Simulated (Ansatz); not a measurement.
FeO (Wuestite):

```
CELL_PARAMETERS angstrom
1.51882 0.87689 2.51958
-1.51882 0.87689 2.51958
0.00000 -1.75378 2.51958
ATOMIC_POSITIONS crystal
Fe 0.00000 0.00000 0.00000
O 0.50000 0.50000 0.50000
```

Base run:

```yaml
Program: Ansatz 0.2.0
Functional: LDA
Potentials_or_basis: Ansatz PAW
Cutoff: "420 eV (not typed: the program's choice for these potentials)"
k_mesh: 9 × 9 × 9
Occupations: fermi-dirac, width 0.05 eV
Spin: collinear spin, ferromagnetic start
Starting_moments: "[3.0, 0.0] μB"
```

Its results: band gap on the k mesh none (metal or under the smearing width); pressure -16.5 GPa; net moment 4.00 μB per cell; site moments Fe +3.42; O +0.34 μB.

Task: The run is repeated on the same cell with these changes: functional from LDA to r2SCAN; cutoff from 420 eV (not typed: the program's choice for these potentials) to 500 eV (not typed: the program's choice for these potentials). What comes out?

Result: Band gap on the k mesh none (metal or under the smearing width); pressure -5.7 GPa; net moment 4.00 μB per cell; site moments Fe +3.52; O +0.29 μB.

Caveats: a cell with one magnetic atom can't hold antiferromagnetic order, which such compounds often take; semilocal functionals often make such compounds metallic where correlation or magnetic order opens a gap, which also shifts bond lengths; the PAW data sets come from PBE, with cores solved anew for the run's functional, which leaves a small shift of forces and pressure; the magnetic or orbital state may not be the lowest (some runs).
